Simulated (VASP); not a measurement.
# A VASP 6.6.1 single-point calculation on CaO

INCAR

```
IBRION = -1
LCHARG = .FALSE.
NSW = 0
ISMEAR = 0
ALGO = Normal
LWAVE = .FALSE.
ENCUT = 300
SIGMA = 0.01
PREC = Accurate
METAGGA = R2SCAN
NBANDS = 15
ISIF = 2
LASPH = .TRUE.
LREAL = .FALSE.
EDIFF = 1E-7
NELM = 96
```

KPOINTS

```
KPOINTS created by Atomic Simulation Environment
0
Gamma
8 8 8
0 0 0
```

POSCAR

```
Ca O
 1.0000000000000000
     0.0000000000000000    2.7232526504000001    2.7232526504000001
     2.7232526504000001    0.0000000000000000    2.7232526504000001
     2.7232526504000001    2.7232526504000001    0.0000000000000000
 Ca  O
   1   1
Cartesian
  0.0000000000000000  0.0000000000000000  0.0000000000000000
  1.3616263252000000  1.3616263252000000  1.3616263252000000
```

The recommended PBE PAW datasets give the neutral cell 16 valence electrons.

Command

```
mpirun -np 1 vasp_std
```

Q: Predict the outcome of this run.

A: It converged. Results: gap between bands v and c on the k mesh 3.30 eV; least direct gap on the k mesh 3.79 eV; pressure -25.5 GPa. Band v is the last that the valence electrons fill when counted band by band, and c is the next.

OSZICAR

```
N       E                     dE             d eps       ncg     rms          rms(c)
DAV:   1     0.834127262257E+02    0.83413E+02   -0.60361E+03   870   0.709E+02
DAV:   2    -0.212598779533E+02   -0.10467E+03   -0.98106E+02  1143   0.226E+02
DAV:   3    -0.255126110554E+02   -0.42527E+01   -0.42281E+01  1053   0.479E+01
DAV:   4    -0.256331632800E+02   -0.12055E+00   -0.12049E+00  1230   0.744E+00
DAV:   5    -0.256341778732E+02   -0.10146E-02   -0.10145E-02  1047   0.572E-01    0.790E+00
DAV:   6    -0.188337890693E+02    0.68004E+01   -0.40646E+00  1206   0.224E+01    0.318E+00
DAV:   7    -0.189979379699E+02   -0.16415E+00   -0.64517E-01   891   0.465E+00    0.233E+00
DAV:   8    -0.190553326866E+02   -0.57395E-01   -0.35126E-01   940   0.520E+00    0.160E+00
DAV:   9    -0.190096785015E+02    0.45654E-01   -0.15061E-01  1003   0.315E+00    0.222E-01
DAV:  10    -0.190087274535E+02    0.95105E-03   -0.51353E-03   942   0.629E-01    0.103E-01
DAV:  11    -0.190093205569E+02   -0.59310E-03   -0.19681E-03   912   0.343E-01    0.924E-02
DAV:  12    -0.190091474129E+02    0.17314E-03   -0.95587E-04  1052   0.205E-01    0.356E-02
DAV:  13    -0.190091275397E+02    0.19873E-04   -0.37659E-05  1003   0.582E-02    0.146E-02
DAV:  14    -0.190091234330E+02    0.41067E-05   -0.46979E-06   968   0.154E-02    0.645E-03
DAV:  15    -0.190091225018E+02    0.93117E-06   -0.23423E-06  1052   0.926E-03    0.298E-04
DAV:  16    -0.190091225411E+02   -0.39279E-07   -0.16461E-07   823   0.242E-03
   1 F= -.19009123E+02 E0= -.19009123E+02  d E =-.979447E-37
```

Standard output (part)

```
POSCAR found type information on POSCAR CaO
 POSCAR found :  2 types and       2 ions
 LDA part: xc-table for (None), standard interpolation
 POSCAR, INCAR and KPOINTS ok, starting setup
 WAVECAR not read
 entering main loop
```

These settings aren't sound, so the numbers aren't properties of the crystal.

On sound settings r²SCAN gives a gap of 3.28 eV on its mesh and a pressure of -7.7 GPa for the intended cell.
